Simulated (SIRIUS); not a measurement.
**InAs under changes of volume**

One of the cells (27.489 Å³/atom); the others are scaled copies at fixed shape and fractional positions:

```xyz
2
Lattice="0.0000 3.0180 3.0180 3.0180 0.0000 3.0180 3.0180 3.0180 0.0000" Properties=species:S:1:pos:R:3 pbc="T T T"
In    0.0000    0.0000    0.0000
As    4.5270    4.5270    4.5270
```

- Program: SIRIUS 7.10.0
- Functional: PBEsol
- Potentials or basis: PseudoDojo 0.4.1 PBEsol standard (scalar relativistic)
- Cutoff: 1152 eV
- Density cutoff: 4606 eV
- k mesh: 8 × 8 × 8
- Occupations: fermi-dirac, width 0.05 eV
- Spin: no spin polarisation

```tsv
volume (Å³/atom)	energy over the lowest point (meV/atom)	pressure (GPa)
25.840	41.98	6.1
26.389	23.94	4.4
26.939	11.27	3.0
27.489	?	?
28.039	0.00	0.4
28.588	0.42	-0.6
29.138	4.31	-1.6
```

Task: What does the run at 27.489 Å³/atom give?

Result: Energy over the lowest point 3.46 meV/atom; pressure 1.6 GPa.

Worked out: A Birch-Murnaghan fit of order 3 (a polynomial in V^(-2/3)) to the other rows has its minimum at 28.25 Å³/atom with B0 = V·E''(V) = 56 GPa and B' = 4.7. It gives 3.47 meV/atom at 27.489 Å³/atom, against the run's 3.46, and -dE/dV = 1.6 GPa, against 1.6.

Energies are extrapolated to zero smearing.
